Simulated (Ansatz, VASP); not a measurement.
## Sb: VASP beside Ansatz

The input INCAR:

```
PREC = Accurate
ENCUT = 520
EDIFF = 1E-6
ISMEAR = 0
SIGMA = 0.15
LREAL = F
LASPH = T
NELM = 80
ALGO = Normal
ISIF = 2
LWAVE = F
LCHARG = F
GGA = PS
NBANDS = 8
```

File KPOINTS:

```
Automatic mesh
0
Gamma
  16 16 16
```

POSCAR

```
Sb
1.0
    3.1600000000      0.0000000000      0.0000000000
    0.0000000000      2.9230000000      0.0000000000
    0.0000000000      0.0000000000      3.1600000000
Sb
1
Direct
    0.0000000000      0.0000000000      0.0000000000
```

Input for Ansatz:

```yaml
crystal:
  lattice:
    - [3.16, 0.0, 0.0]
    - [0.0, 2.923, 0.0]
    - [0.0, 0.0, 3.16]
  atoms:
    - { symbol: Sb, position: [0.0, 0.0, 0.0] }
basis:
  ecutwfc: 420
kpoints:
  mp_grid: { grid: [16, 16, 16] }
hamiltonian:
  xc: pbesol
scf:
  occupations: { method: gaussian, width: 0.15 }
output:
  forces: true
  stress: true
  eigenvalues: true
```

Change from the starting cell: strain -0.0750 x Voigt [0, 1, 0, 0, 0, 0], atoms carried along.

Alike in both runs: task single point; functional PBEsol; k mesh 16 × 16 × 16; occupations gaussian, width 0.15 eV; no spin polarisation.

|  | VASP | Ansatz |
| --- | --- | --- |
| version | VASP 6.6.1 | Ansatz 0.2.0 |
| potentials or method | VASP PAW PBE potentials, release 64 (Sb) | scalar-relativistic, plane waves, PAW |
| plane-wave cutoff (eV) | 520 | 420 |
| valence electrons in the cell | 5 | 15 |

VASP gave:

```
gap on the k mesh at the Fermi level (eV)       : none
pressure (GPa)                                  : -0.2
largest component of the traceless stress (GPa) : 7.08
```

Question: Estimate Ansatz's values.

Answer: gap on the k mesh at the Fermi level (eV): none; pressure (GPa): -0.3; largest component of the traceless stress (GPa): 6.98.

A gap of «none» marks a metal or a gap that the smearing closes. The two sets of potentials don't hold the same shells in valence.

Caveats: the PAW data sets were made with another functional, which shifts forces and pressure a little (VASP). The runs have no spin-orbit coupling, so splittings on Sb are missing.
